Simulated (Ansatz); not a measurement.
Energy and pressure of Fe3Co against volume, without spin

Computed with DFT PBEsol, scalar-relativistic, plane waves, PAW (Ansatz).

```
Fe Co
1.0
     4.02358    0.00000    0.00000
     0.00000    4.02358    0.00000
     0.00000    0.00000    2.82771
Fe Co
3 1
Direct
  0.50000 0.50000 0.00000
  0.50000 0.00000 0.50000
  0.00000 0.50000 0.50000
  0.00000 0.00000 0.00000
```

```json
{
 "plane-wave cutoff": "420 eV",
 "Γ-centred k-mesh": "10×10×14",
 "occupation rule": "Gaussian smearing, 0.1 eV",
 "spin treatment": "unpolarised"
}
```

The cell is scaled evenly at fixed fractional positions, V₀ being the volume of the cell shown; start: no spin polarisation. Energies are extrapolated to zero smearing. A spin-polarised state can lie lower, at larger volumes above all.

| V/V₀ | E above lowest (meV/atom) | P (GPa) |
| --- | --- | --- |
| 0.800 | 89.7 | 36.0 |
| 0.860 | 0.0 | 8.0 |
| 0.920 | 10.2 | -11.2 |
| 0.960 | 56.4 | -20.4 |
| 1.000 | ? | ? |
| 1.040 | 213.2 | -33.0 |
| 1.100 | ? | ? |
| 1.180 | 605.5 | -43.3 |

Q: Fill in the withheld rows.

A: The withheld rows:

| V/V₀ | E above lowest (meV/atom) | P (GPa) |
| --- | --- | --- |
| 1.000 | 125.9 | -27.5 |
| 1.100 | 368.6 | -38.7 |

Cost: 8 runs of about 2.3 core-minutes in all, on Intel Xeon Platinum 8488C (Sapphire Rapids) (shared hosts).